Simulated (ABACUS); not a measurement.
W:

```
CELL_PARAMETERS angstrom
-1.58234 1.58234 1.58234
1.58234 -1.58234 1.58234
1.58234 1.58234 -1.58234
ATOMIC_POSITIONS crystal
W 0.00000 0.00000 0.00000
```

| Quantity | Value |
| --- | --- |
| Program | ABACUS 3.10.1 |
| Task | relaxation of cell and atoms |
| Functional | SOGGA |
| Potentials or basis | SSSP 1.3 efficiency PBE |
| Cutoff | 748 eV |
| Density cutoff | 5987 eV |
| Basis | plane waves |
| k mesh | 10 × 10 × 10 |
| Occupations | fermi-dirac, width 0.05 eV |
| Spin | no spin polarisation |

At the start: pressure -4.2 GPa; volume 15.85 Å³/atom.

Problem. Where does the relaxation end?

Solution. Over 4 steps the energy falls by 2.7 meV/atom and the volume is 15.64 Å³/atom (-1.3 %); space group Im-3m (No. 229, to 0.05 Å).

The path:
```tsv
step	energy change (eV)	largest force (eV/Å)	pressure (GPa)	volume (Å³)
1	0.0000	0.0000	-4.21	15.85
2	0.0402	0.0000	18.77	14.88
3	-0.0027	0.0000	-0.11	15.65
4	-0.0027	0.0000	0.00	15.64
```

Final structure:
```yaml
crystal:
  lattice:
    - [-1.57555, 1.57555, 1.57555]
    - [1.57555, -1.57555, 1.57555]
    - [1.57555, 1.57555, -1.57555]
  atoms:
    - { symbol: W, position: [0.00000, 0.00000, 0.00000] }
```

Caveat: the potentials were made for another functional, which shifts forces and pressure.
